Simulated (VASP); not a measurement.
# TaN (P-6m2) in VASP: a series of runs, part 2 of 2

VASP 6.6.1. Earlier steps stand in the parts before.

## Step 3: Single point, PBE0(alpha)

File POSCAR:

```
TaN
1.0
    2.9380011100      0.0000000000      0.0000000000
   -1.4690005500      2.5443836000      0.0000000000
    0.0000000000      0.0000000000      2.8830022100
Ta N
1 1
Direct
    0.3333333333      0.6666666667      0.5000000000
    0.0000000000      0.0000000000      0.0000000000
```

File INCAR.step1:

```
PREC     = Accurate       # precision mode
ENCUT    = 520            # plane-wave cutoff, eV
EDIFF    = 1E-5           # SCF threshold, eV
ISMEAR   = -1             # smearing method
SIGMA    = 0.05           # smearing width, eV
LREAL    = False          # projectors in reciprocal space
LASPH    = True           # aspherical terms in the spheres
NELM     = 80             # most SCF steps
ALGO     = Normal         # electronic algorithm
ISIF     = 2              # what is computed and relaxed
LWAVE    = True           # write WAVECAR
LCHARG   = False          # write CHGCAR
NBANDS   = 15             # bands
GGA      = PE             # functional
```

File INCAR.step2:

```
PREC     = Accurate       # precision mode
ENCUT    = 520            # plane-wave cutoff, eV
EDIFF    = 1E-6           # SCF threshold, eV
ISMEAR   = -1             # smearing method
SIGMA    = 0.05           # smearing width, eV
LREAL    = False          # projectors in reciprocal space
LASPH    = True           # aspherical terms in the spheres
NELM     = 80             # most SCF steps
ALGO     = Normal         # electronic algorithm
ISIF     = 2              # what is computed and relaxed
LWAVE    = False          # write WAVECAR
LCHARG   = False          # write CHGCAR
GGA      = PE             # functional
LHFCALC  = True           # exact exchange
AEXX     = 0.2            # exact-exchange fraction
PRECFOCK = Fast         
HFRCUT   = -1           
NBANDS   = 15             # bands
ISTART   = 1
```

File KPOINTS:

```
Automatic mesh
0
Gamma
  5 5 5
```

Potentials or basis: VASP PAW PBE potentials, release 64 (Ta_pv, N).

Command:

```bash
> cat potpaw_PBE.64/Ta_pv/POTCAR potpaw_PBE.64/N/POTCAR > POTCAR
> cp INCAR.step1 INCAR
> mpirun -np 1 vasp_std > vasp.out
> cp INCAR.step2 INCAR
> mpirun -np 1 vasp_std > vasp.out
```

OUTCAR:

```text
PREC = Accurate
   ENCUT = 520
   EDIFF = 1E-6
   ISMEAR = -1
   LREAL = False
   LASPH = True
   NELM = 80
   ISIF = 2
   GGA = PE
   LHFCALC = True
   AEXX = 0.2
   PRECFOCK = Fast
   ISTART = 1

 ion  position               nearest neighbor table
   1  0.333  0.667  0.500-   2 2.23   2 2.23   2 2.23   2 2.23   2 2.23   2 2.23
   2  0.000  0.000  0.000-   1 2.23   1 2.23   1 2.23   1 2.23   1 2.23   1 2.23

  LATTYP: Found a hexagonal cell.
 ALAT       =     2.9380011100
 C/A-ratio  =     0.9812801636

  Lattice vectors:

 A1 = (   2.9380011100,   0.0000000000,   0.0000000000)
 A2 = (  -1.4690005500,   2.5443836000,   0.0000000000)
 A3 = (   0.0000000000,   0.0000000000,   2.8830022100)

Analysis of symmetry for initial positions (statically):
=====================================================================
 Subroutine PRICEL returns:
 Original cell was already a primitive cell.

 Routine SETGRP: Setting up the symmetry group for a
 hexagonal supercell.

[... 174 lines left out ...]
      1     -29.0232      2.00000
      2     -28.7582      2.00000
      3     -28.7558      2.00000
      4     -11.7361      2.00000
      5       2.6636      2.00000
      6       2.6667      2.00000
      7       3.1038      2.00000
      8       4.3980      2.00000
      9      11.1310      0.00000
     10      12.6194      0.00000
     11      12.6262      0.00000
     12      13.1339      0.00000
     13      13.1367      0.00000
     14      22.3607      0.00000
[... 239 lines left out ...]
      2     -29.6066      2.00000
      3     -29.1522      2.00000
      4      -9.5149      2.00000
      5      -0.7532      2.00000
      6       0.3810      2.00000
      7       2.7059      2.00000
      8       6.9631      2.00000
      9      13.3725      0.00000
     10      13.8519      0.00000
     11      15.2220      0.00000
     12      16.3945      0.00000
     13      19.0335      0.00000
     14      21.0592      0.00000
     15      22.7359      0.00000

------------------------ aborting loop because EDIFF is reached ----------------------------------------

  FORCE on cell =-STRESS in cart. coord.  units (eV):
  Direction    XX          YY          ZZ          XY          YZ          ZX
  --------------------------------------------------------------------------------------
  -------------------------------------------------------------------------------------
  Total       -0.2900525     -0.2900525     -0.3659656     -0.0000000     -0.0000000     -0.0000000
  in kB      -21.5629235    -21.5629235    -27.2064166     -0.0000000     -0.0000000     -0.0000000
  external PRESSURE =     -23.4440879 kB  Pullay stress =       0.0000000 kB

 VOLUME and BASIS-vectors are now :
 -----------------------------------------------------------------------------
  energy-cutoff  :      520.00
  volume of cell :       21.55
      direct lattice vectors                 reciprocal lattice vectors
     2.938001110  0.000000000  0.000000000     0.340367468  0.196511249  0.000000000
    -1.469000550  2.544383600  0.000000000     0.000000000  0.393022499  0.000000000
     0.000000000  0.000000000  2.883002210     0.000000000  0.000000000  0.346860643

 POSITION                                       TOTAL-FORCE (eV/Angst)
 -----------------------------------------------------------------------------------
      0.00000      1.69626      1.44150         0.000000      0.000000      0.000000
      0.00000      0.00000      0.00000         0.000000      0.000000      0.000000
 -----------------------------------------------------------------------------------
    total drift:                                0.016039     -0.005544     -0.000030

  FREE ENERGIE OF THE ION-ELECTRON SYSTEM (eV)
  ---------------------------------------------------
  free  energy   TOTEN  =       -26.9820180783 eV

  energy  without entropy=      -26.9818343462  energy(sigma->0) =      -26.98192621
```

OUTCAR.step1:

```text
PREC = Accurate
   ENCUT = 520
   EDIFF = 1E-5
   ISMEAR = -1
   LREAL = False
[... 482 lines left out ...]
      0.00000      1.69626      1.44150         0.000000      0.000000      0.000000
      0.00000      0.00000      0.00000         0.000000     -0.000000      0.000000
 -----------------------------------------------------------------------------------
    total drift:                               -0.000000      0.000000     -0.000000

  FREE ENERGIE OF THE ION-ELECTRON SYSTEM (eV)
  ---------------------------------------------------
  free  energy   TOTEN  =       -22.4531945638 eV

  energy  without entropy=      -22.4509754647  energy(sigma->0) =      -22.45208501
```

Wall time 12 min (1 thread of Intel Xeon Platinum 8488C (Sapphire Rapids), shared host); peak memory 0.14 GiB.

What came out:

```
Free energy            : -26.9820 eV
Pressure               : -2.3 GPa
Band gap on the k mesh : 0.46 eV, direct
```

Caveat: the k mesh is coarse (spacing up to 0.49 Å⁻¹), so the values aren't converged, least of all with exact exchange; the PAW data sets were made with another functional, which shifts forces and pressure a little; spin-orbit coupling is left out, which moves the levels of the heavy elements; an odd mesh through Γ misses points on the zone boundary, where band edges often lie.
